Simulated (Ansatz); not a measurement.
**H interstitial in BaF₂**

Level of theory: Ansatz, DFT PBE, scalar-relativistic, plane waves, PAW. (420 eV cutoff, 2×2×2 k-mesh, shifted by half a step, Gaussian smearing of 0.01 eV, collinear spin in charge 0 alone)

Host crystal, relaxed:

```yaml
crystal:
  lattice:
    - [0.00000, 3.12239, 3.12239]
    - [3.12239, 0.00000, 3.12239]
    - [3.12239, 3.12239, 0.00000]
  atoms:
    - { symbol: Ba, position: [0.00000, 0.00000, 0.00000] }
    - { symbol: F, position: [0.25000, 0.25000, 0.25000] }
    - { symbol: F, position: [0.75000, 0.75000, 0.75000] }
```

Supercell of 48 atoms, rows in host cell vectors: -1 3 -1; -1 -1 3; 3 -1 -1. Atoms relax at the host's cell, keeping the symmetry that the supercell leaves at the site. The cell is small, so energies carry finite-size errors of tenths of an eV. The host's Kohn–Sham gap is 6.73 eV. Atoms are taken from and returned to the elements' standard states. Charged cells are corrected for image charges with the computed static dielectric tensor (mean 9.1) and aligned with the host's potential at far atoms (alignment terms reach 0.08 eV; the program doubts the alignment in some charges, where it is up to 0.08 eV). No band-filling term is added, and the Fermi level counts from the host's valence band top.

Spin-orbit coupling is left out, which matters for the bands and energies of heavy elements.

Defect: H interstitial at (0.500, 0.500, 0.500) of the host cell.

**Question.** What is the formation energy of the neutral defect?

**Answer.** 2.38 eV.

**Question.** Does the neutral defect carry a moment, and how do its surroundings relax?

**Answer.** It changes the cell's moment by 1.00 μB. The nearest neighbours before are 8 F at 2.70 Å; after relaxation the atoms near the site are 8 F at 2.72 Å; the largest move is 0.01 Å.

**Question.** Charges +1, 0, -1 were computed. Which is stable where in the gap?

**Answer.** Among the charges computed the stable one is +1 at the valence band top, changing to 0 at 0.39 eV, changing to -1 at 3.55 eV. Other sites of the defect weren't tried. Levels between neighbouring charges: (+1/0) 0.39 eV, (0/-1) 3.55 eV.